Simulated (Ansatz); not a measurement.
Set up this calculation in Ansatz 0.2.0, as the native input.

```
Task                                : band structure
Functional                          : r2SCAN
Potentials or basis                 : Ansatz PAW
Cutoff                              : 500 eV (not typed: the program's choice for these potentials)
k mesh                              : 7 × 7 × 9
Occupations                         : fermi-dirac, width 0.05 eV
Spin                                : no spin polarisation
Path                                : [["G", "M", "K", "G", "A", "L", "H", "A"], ["L", "M"], ["K", "H"]]
Points for each segment of the path : 14
```

Crystal: Ti.

```
Ti
1.0
     4.56737    0.00000    0.00000
    -2.28369    3.95546    0.00000
     0.00000    0.00000    2.82624
Ti
3
Direct
  0.66667 0.33333 0.50000
  0.33333 0.66667 0.50000
  0.00000 0.00000 0.00000
```

This isn't the form of Ti at room conditions, which is hcp.

One way to write it, as run:

input.yaml

```yaml
crystal:
  lattice:
    - [4.5673748306, 0.0, 0.0]
    - [-2.2836874153, 3.9554626319, 0.0]
    - [0.0, 0.0, 2.82624427]
  atoms:
    - { symbol: Ti, position: [0.6666666667, 0.3333333333, 0.5] }
    - { symbol: Ti, position: [0.3333333333, 0.6666666667, 0.5] }
    - { symbol: Ti, position: [0.0, 0.0, 0.0] }
hamiltonian:
  xc: r2scan
  pseudopotentials: { kind: paw }
kpoints:
  mp_grid: { grid: [7, 7, 9] }
  band_path:
    path:
      - [[0.0, 0.0, 0.0], [0.5, 0.0, 0.0], [0.3333333333, 0.3333333333, 0.0], [0.0, 0.0, 0.0], [0.0, 0.0, 0.5], [0.5, 0.0, 0.5], [0.3333333333, 0.3333333333, 0.5], [0.0, 0.0, 0.5]]
      - [[0.5, 0.0, 0.5], [0.5, 0.0, 0.0]]
      - [[0.3333333333, 0.3333333333, 0.0], [0.3333333333, 0.3333333333, 0.5]]
    npoints: 14
scf:
  occupations: { method: fermi_dirac, width: 0.05 }
  n_extra_bands: 7
output:
  forces: true
  stress: true
  eigenvalues: true
  fatbands: false
  write_density: true
  write_potential: true
  elf: true
  volumetric_format: npy
```

Potentials or basis: Ansatz PAW.

Run with:

```bash
$ ansatz run input.yaml --threads 2 --pin off --max-ram 5632MiB --backend cpu --events-out ev --progress --plain --runs-dir out
```

It gave:

The pressure is -0.1 GPa. The band gap on the k mesh is none (metal or under the smearing width).

Caveat: the PAW data sets come from PBE, with cores solved anew for the run's functional, which leaves a small shift of forces and pressure.

It took 7.4 s on 2 threads of Arm Neoverse V2, on a shared host, peak memory 0.48 GiB.
